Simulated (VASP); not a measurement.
Ca: relaxation of cell and atoms with PBEsol

The system is Ca.

```
CELL_PARAMETERS angstrom
-2.20520 2.20520 2.19611
2.20520 -2.20520 2.19611
2.20520 2.20520 -2.19611
ATOMIC_POSITIONS crystal
Ca 0.50000 0.50000 0.00000
```

This isn't the form of Ca at room conditions, which is fcc.

```
Program                : VASP 6.6.1
Task                   : relaxation of cell and atoms
Functional             : PBEsol
Potentials or basis    : VASP PAW PBE potentials, release 64 (Ca_sv)
Cutoff                 : 600 eV
k mesh                 : 14 × 14 × 14
Occupations            : gaussian, width 0.1 eV
Spin                   : no spin polarisation
Dipole correction      : no
Further INCAR settings : ALGO = Fast; EDIFF = 1e-06; IBRION = 2; EDIFFG = -0.005; NSW = 100; ISIF = 3
```

```
Relaxed volume                         : 40.44 Å³/atom
Relaxed cell                           : a = 3.745 Å, b = 3.745 Å, c = 3.745 Å, α = 109.35°, β = 109.35°, γ = 109.71°
Space group after relaxing (to 0.05 Å) : Im-3m (No. 229)
Energy gained by relaxing              : 6.1 meV/atom
Ionic steps                            : 4
Pressure after relaxing                : 0.0 GPa
Band gap on the k mesh                 : none (metal or under the smearing width)
```

Step by step:
```
step  energy change (eV)  largest force (eV/Å)  pressure (GPa)  volume (Å³)
   1              0.0000                0.0000           -0.84        42.72
   2             -0.0051                0.0000           -0.35        41.35
   3             -0.0061                0.0000           -0.02        40.50
   4             -0.0061                0.0000            0.00        40.44
```

Final structure:
```
Ca
1.0
    -2.16551    2.16551    2.15589
     2.16551   -2.16551    2.15589
     2.16551    2.16551   -2.15589
Ca
1
Direct
  0.50000 0.50000 0.00000
```

Levels at points of the mesh, in eV from the Fermi level:
```tsv
k point	band 1	band 2	band 3	band 4	band 5	band 6	band 7	band 8	band 9
(0.00, 0.00, 0.00)	-41.79	-22.77	-22.77	-22.77	-4.17	2.32	2.34	2.34	3.44
(0.50, 0.00, 0.00)	-41.77	-22.94	-22.83	-22.77	-0.95	0.01	1.31	3.36	3.75
(0.50, 0.50, 0.00)	-41.77	-22.94	-22.83	-22.77	-0.96	0.00	1.34	3.33	3.74
(0.50, 0.50, 0.50)	-41.76	-22.89	-22.89	-22.89	-0.02	-0.01	4.05	4.05	4.12
```

Wall time 2.7 min on 1 thread of Intel(R) Xeon(R) 6975P-C (Granite Rapids) (shared host), peak memory 0.27 GiB.

Caveat: the PAW data sets were made with another functional, which shifts forces and pressure a little.
